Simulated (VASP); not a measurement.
# SnSe (Fm-3m) in VASP: single point with PBEsol

Aim: the single point of SnSe with PBEsol.

Program: VASP 6.6.1. These are calculated values, not measurements. Logs are shortened: lines on timing, memory, paths and dates and some standing lists are left out, and cuts for length are marked.

## (1) The structure

It takes space group Fm-3m (No. 225, cubic). The conventional cell has a = 6.020 Å, b = 6.020 Å, c = 6.020 Å, α = 90.00°, β = 90.00°, γ = 90.00°. Sn (site symmetry m-3m) has 6 Se at 3.01 Å as nearest neighbours. Se (site symmetry m-3m) is surrounded by 6 Sn at 3.01 Å.

Measurements of this composition are mostly on another form, of space group No. 62.

## (2) Single point, PBEsol

INCAR

```
PREC = Accurate
ENCUT = 520
EDIFF = 1E-7
ISMEAR = 0
SIGMA = 0.01
LREAL = F
LASPH = T
NELM = 100
ALGO = Normal
ISIF = 2
LWAVE = F
LCHARG = F
GGA = PS
NBANDS = 17
```

KPOINTS

```
regular mesh
0
Gamma
  4 4 4
```

POSCAR

```
SnSe
1.0
    0.0000000000      3.0100000000      3.0100000000
    3.0100000000      0.0000000000      3.0100000000
    3.0100000000      3.0100000000      0.0000000000
Sn Se
1 1
Direct
    0.0000000000      0.0000000000      0.0000000000
    0.5000000000      0.5000000000      0.5000000000
```

Potentials or basis: VASP PAW PBE potentials, release 64 (Sn_d, Se).

Command:

```bash
$ cat potpaw_PBE.64/Sn_d/POTCAR potpaw_PBE.64/Se/POTCAR > POTCAR
$ mpirun -np 1 vasp_std > vasp.out
```

OUTCAR:

```text
PREC = Accurate
   ENCUT = 520
   EDIFF = 1E-7
   ISMEAR = 0
   LREAL = F
   LASPH = T
   NELM = 100
   ISIF = 2
   GGA = PS

 ion  position               nearest neighbor table
   1  0.000  0.000  0.000-   2 3.01   2 3.01   2 3.01   2 3.01   2 3.01   2 3.01
   2  0.500  0.500  0.500-   1 3.01   1 3.01   1 3.01   1 3.01   1 3.01   1 3.01

  LATTYP: Found a face centered cubic cell.
 ALAT       =     6.0200000000

  Lattice vectors:

 A1 = (   0.0000000000,   3.0100000000,   3.0100000000)
 A2 = (   3.0100000000,   0.0000000000,   3.0100000000)
 A3 = (   3.0100000000,   3.0100000000,   0.0000000000)

Analysis of symmetry for initial positions (statically):
=====================================================================
 Subroutine PRICEL returns:
 Original cell was already a primitive cell.

 Routine SETGRP: Setting up the symmetry group for a
 face centered cubic supercell.

 Subroutine GETGRP returns: Found 48 space group operations
 (whereof 48 operations were pure point group operations)
 out of a pool of 48 trial point group operations.

The static configuration has the point symmetry O_h .

Analysis of symmetry for dynamics (positions and initial velocities):
=====================================================================
 Subroutine PRICEL returns:
 Original cell was already a primitive cell.

 Routine SETGRP: Setting up the symmetry group for a
 face centered cubic supercell.

 Subroutine GETGRP returns: Found 48 space group operations
 (whereof 48 operations were pure point group operations)
 out of a pool of 48 trial point group operations.

The dynamic configuration has the point symmetry O_h .

 Subroutine INISYM returns: Found 48 space group operations
 (whereof 48 operations are pure point group operations),
 and found     1 'primitive' translations

----------------------------------------------------------------------------------------

                                     Primitive cell

  volume of cell :      54.5418

  direct lattice vectors                    reciprocal lattice vectors
     0.000000000  3.010000000  3.010000000    -0.166112957  0.166112957  0.166112957
     3.010000000  0.000000000  3.010000000     0.166112957 -0.166112957  0.166112957
     3.010000000  3.010000000  0.000000000     0.166112957  0.166112957 -0.166112957

[... 62 lines left out ...]
   LSORBIT =      F    spin-orbit coupling
   LASPH  =      T    aspherical Exc in radial PAW
   ENCUT  =  520.0 eV  38.22 Ry    6.18 a.u.   7.91  7.91  7.91*2*pi/ulx,y,z
   NELM   =    100;   NELMIN=  2; NELMDL= -5     # of ELM steps
   EDIFF  = 0.1E-06   stopping-criterion for ELM
   LREAL  =      F    real-space projection
   EDIFFG = 0.1E-05   stopping-criterion for IOM
   NSW    =      0    number of steps for IOM
   IBRION =     -1    ionic relax: 0-MD 1-quasi-New 2-CG
   NFREE  =      0    steps in history (QN), initial steepest desc. (CG)
   ISIF   =      2    stress and relaxation
   ISYM   =      2    0-nonsym 1-usesym 2-fastsym
   POTIM  = 0.5000    time-step for ionic-motion
   TEBEG  =    0.0;   TEEND  =   0.0 temperature during run
   PSTRESS=    0.0 pullay stress
   NELECT =      20.0000    total number of electrons
   NUPDOWN=      -1.0000    fix difference up-down
   EMIN   =  10.00;   EMAX   =-10.00  energy-range for DOS
   EFERMI =   0.00;   METHOD = LEGACY
   ISMEAR =     0;   SIGMA  =   0.01  broadening in eV -4-tet -1-fermi 0-gaus
   EFERMI_NEDOS =   21; number of points for ismear=-14 and -15
   IALGO  =     38    algorithm
   IMIX   =      4    mixing-type and parameters
     AMIX     =   0.40;   BMIX     =  1.00
     AMIX_MAG =   1.60;   BMIX_MAG =  1.00
  volume/ion in A,a.u.               =      27.27       184.03
  Fermi-wavevector in a.u.,A,eV,Ry     =   1.171768  2.214321 18.681350  1.373040
  Thomas-Fermi vector in A             =   2.308207
   LORBIT       =      0    0 simple, 1 ext, 2 COOP (PROOUT), +10 PAW based schemes
   GGA     = PS    functional components
   LHFCALC =     F    Hartree Fock is set to
   AEXX    =    0.0000 exact exchange contribution
   IVDW    =     0    specifies the selected vdW correction
   LEPSILON=     F    determine dielectric tensor
   LRPA    =     F    only Hartree local field effects (RPA)
 non-spin polarized calculation
 Gauss-broadening in eV      SIGMA  =   0.01
  energy-cutoff  :      520.00
  volume of cell :       54.54
 maximum number of plane-waves:      1480
   NGX = 15   NGY = 15   NGZ = 15

 number of electron      20.0000005 magnetization

 Free energy of the ion-electron system (eV)
  ---------------------------------------------------
  ext. energy  EPLUGINS =         0.00000000
  ---------------------------------------------------
  free energy    TOTEN  =        -9.02961892 eV

  energy without entropy =       -9.02961892  energy(sigma->0) =       -9.02961892

 E-fermi :   5.4580     XC(G=0):  -9.7984

 val. band max:        5.3325170366   @ k =   0.5000   0.0000   0.0000
 cond. band min:       5.9626307366   @ k =   0.5000   0.0000   0.0000
 fundamental gap:      0.6301137000
 Fermi energy:         5.4579903107

 k-point     1 :       0.0000    0.0000    0.0000
  band No.  band energies     occupation
      1     -16.0891      2.00000
      2     -16.0891      2.00000
      3     -16.0879      2.00000
      4     -16.0879      2.00000
      5     -16.0879      2.00000
      6      -8.4970      2.00000
[... 137 lines left out ...]
      4     -16.0825      2.00000
      5     -16.0700      2.00000
      6      -7.2634      2.00000
[... 9 lines left out ...]
     16      16.6444      0.00000
     17      18.1706      0.00000

------------------------ aborting loop because EDIFF is reached ----------------------------------------

  FORCE on cell =-STRESS in cart. coord.  units (eV):
  Direction    XX          YY          ZZ          XY          YZ          ZX
  --------------------------------------------------------------------------------------
  -------------------------------------------------------------------------------------
  Total       -1.1151972     -1.1151972     -1.1151972      0.0000000      0.0000000      0.0000000
  in kB      -32.7591614    -32.7591614    -32.7591614      0.0000000      0.0000000      0.0000000
  external PRESSURE =     -32.7591614 kB  Pullay stress =       0.0000000 kB

 VOLUME and BASIS-vectors are now :
 -----------------------------------------------------------------------------
  energy-cutoff  :      520.00
  volume of cell :       54.54
      direct lattice vectors                 reciprocal lattice vectors
     0.000000000  3.010000000  3.010000000    -0.166112957  0.166112957  0.166112957
     3.010000000  0.000000000  3.010000000     0.166112957 -0.166112957  0.166112957
     3.010000000  3.010000000  0.000000000     0.166112957  0.166112957 -0.166112957

 POSITION                                       TOTAL-FORCE (eV/Angst)
 -----------------------------------------------------------------------------------
      0.00000      0.00000      0.00000         0.000000     -0.000000      0.000000
      3.01000      3.01000      3.01000        -0.000000      0.000000     -0.000000
 -----------------------------------------------------------------------------------
    total drift:                                0.000000     -0.000000     -0.000000

  FREE ENERGIE OF THE ION-ELECTRON SYSTEM (eV)
  ---------------------------------------------------
  free  energy   TOTEN  =        -9.0296189161 eV

  energy  without entropy=       -9.0296189161  energy(sigma->0) =       -9.02961892
```

OSZICAR:

```text
N       E                     dE             d eps       ncg     rms          rms(c)
DAV:   1     0.131601452588E+03    0.13160E+03   -0.10145E+04   280   0.149E+03
DAV:   2     0.307857535269E+01   -0.12852E+03   -0.12518E+03   296   0.361E+02
DAV:   3    -0.887315453901E+01   -0.11952E+02   -0.11892E+02   343   0.927E+01
DAV:   4    -0.917124800397E+01   -0.29809E+00   -0.29791E+00   332   0.155E+01
DAV:   5    -0.918003858770E+01   -0.87906E-02   -0.87904E-02   389   0.263E+00    0.324E+00
DAV:   6    -0.903477854445E+01    0.14526E+00   -0.36308E-01   411   0.411E+00    0.197E+00
DAV:   7    -0.903007896857E+01    0.46996E-02   -0.55475E-02   334   0.127E+00    0.873E-01
DAV:   8    -0.902967176674E+01    0.40720E-03   -0.54208E-03   347   0.608E-01    0.666E-02
DAV:   9    -0.902961277012E+01    0.58997E-04   -0.76334E-04   375   0.199E-01    0.391E-02
DAV:  10    -0.902961806247E+01   -0.52923E-05   -0.86077E-05   363   0.736E-02    0.623E-03
DAV:  11    -0.902961901681E+01   -0.95433E-06   -0.50542E-06   358   0.152E-02    0.236E-03
DAV:  12    -0.902961890720E+01    0.10960E-06   -0.17549E-07   324   0.402E-03    0.871E-04
DAV:  13    -0.902961891609E+01   -0.88867E-08   -0.12579E-08   206   0.122E-03
   1 F= -.90296189E+01 E0= -.90296189E+01  d E =-.149269E-71
```

Wall time 8.2 s (1 thread of Intel Xeon Platinum 8488C (Sapphire Rapids), shared host); peak memory 0.17 GiB.

What came out:

| Property | Result |
| --- | --- |
| Free energy | -9.0296 eV |
| Pressure | -3.3 GPa |
| Band gap on the k mesh | 0.63 eV, direct |

Caveat: the k mesh is coarse (spacing up to 0.45 Å⁻¹), so the values aren't converged; the PAW data sets were made with another functional, which shifts forces and pressure a little; spin-orbit coupling is left out, which moves the levels of the heavy elements. A k mesh can miss the band edges.
